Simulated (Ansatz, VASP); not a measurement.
**Mo4H in VASP and in Ansatz**

File INCAR:

```
PREC = Accurate ; ENCUT = 600
EDIFF = 1E-7 ; ISMEAR = 0
SIGMA = 0.1 ; LREAL = False
LASPH = True ; NELM = 80
ALGO = Fast ; ISIF = 3
LWAVE = False ; LCHARG = False
GGA = PE ; IBRION = 2
NSW = 90 ; EDIFFG = -0.04
```

The input KPOINTS:

```
Automatic mesh
0
Gamma
  4 4 4
```

Contents of POSCAR:

```
Mo4H
1.0
    4.1422735200      0.0000000000      0.0000000000
    0.0000000000      4.1422735200      0.0000000000
    0.0000000000      0.0000000000      4.1422735200
H Mo
1 4
Direct
    0.5000000000      0.5000000000      0.5000000000
    0.0000000000      0.5000000000      0.5000000000
    0.5000000000      0.5000000000      0.0000000000
    0.5000000000      0.0000000000      0.5000000000
    0.0000000000      0.0000000000      0.0000000000
```

Input for Ansatz:

```yaml
crystal:
  lattice:
    - [4.14227352, 0.0, 0.0]
    - [0.0, 4.14227352, 0.0]
    - [0.0, 0.0, 4.14227352]
  atoms:
    - { symbol: H, position: [0.5, 0.5, 0.5] }
    - { symbol: Mo, position: [0.0, 0.5, 0.5] }
    - { symbol: Mo, position: [0.5, 0.5, 0.0] }
    - { symbol: Mo, position: [0.5, 0.0, 0.5] }
    - { symbol: Mo, position: [0.0, 0.0, 0.0] }
basis:
  ecutwfc: 420
kpoints:
  mp_grid: { grid: [4, 4, 4] }
hamiltonian:
  xc: pbe
scf:
  occupations: { method: gaussian, width: 0.1 }
  lower_state_search: "off"
output:
  forces: true
  stress: true
  eigenvalues: true
relax:
  adjacent_minimum: "off"
  f_tol: 0.04
  max_steps: 70
  cell: { stress_tol: 0.4 }
```

Change from the starting cell: species swapped into the Fe4N type (Pm-3m, No. 221).

Alike in both runs: task relaxation of cell and atoms; functional PBE; k mesh 4 × 4 × 4; occupations gaussian, width 0.1 eV; no spin polarisation.

|  | VASP | Ansatz |
| --- | --- | --- |
| version | VASP 6.6.1 | Ansatz 0.2.0 |
| potentials or method | VASP PAW PBE potentials, release 64 (H, Mo_sv) | scalar-relativistic, plane waves, PAW |
| plane-wave cutoff (eV) | 600 | 420 |
| valence electrons in the cell | 57 | 57 |

VASP gave:

| Quantity | Value |
| --- | --- |
| gap on the k mesh at the Fermi level, each at its own relaxed structure (eV) | none |
| relaxed volume (Å³/atom) | 13.27 |
| relaxed cell length with the largest relative difference (Å) | 4.048 |
| energy change over the relaxation (meV/atom) | -45 |

**Question.** Which values does Ansatz return?

**Answer.** gap on the k mesh at the Fermi level, each at its own relaxed structure (eV): none; relaxed volume (Å³/atom): 13.24; relaxed cell length with the largest relative difference (Å): 4.045; energy change over the relaxation (meV/atom): -47.

A gap of «none» marks a metal or a gap that the smearing closes.

Caveats: the k mesh is coarse (spacing up to 0.38 Å⁻¹), so the values aren't converged.
